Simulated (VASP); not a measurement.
ZnO (zincite):

```
Zn O
1.0
     3.24931    0.00000    0.00000
    -1.62465    2.81398    0.00000
     0.00000    0.00000    5.20571
Zn O
2 2
Direct
  0.33333 0.66667 0.50000
  0.66667 0.33333 0.00000
  0.66667 0.33333 0.37901
  0.33333 0.66667 0.87901
```

Base run:

| Item | Value |
| --- | --- |
| Program | VASP 6.6.1 |
| Functional | PBEsol |
| Potentials or basis | VASP PAW PBE potentials, release 64 (Zn, O) |
| Cutoff | 520 eV |
| k mesh | 8 × 8 × 5 |
| Occupations | fermi-dirac, width 0.02 eV |
| Spin | no spin polarisation |

Its results: band gap on the k mesh 0.69 eV, direct; pressure -0.5 GPa; largest force 0.065 eV/Å.

Question: After a change of settings the same cell gave: band gap on the k mesh 0.74 eV, direct; pressure -6.0 GPa; largest force 0.056 eV/Å. Which change was it?
A. functional from PBEsol to HSE06; k mesh from 8 × 8 × 5 to 6 × 6 × 4
B. functional from PBEsol to PBE
C. functional from PBEsol to LDA; potentials or basis from VASP PAW PBE potentials, release 64 (Zn, O) to VASP PAW LDA potentials, release 64 (Zn, O)
D. functional from PBEsol to r2SCAN

Answer: C.

Caveats: the PAW data sets were made with another functional, which shifts forces and pressure a little (some runs).
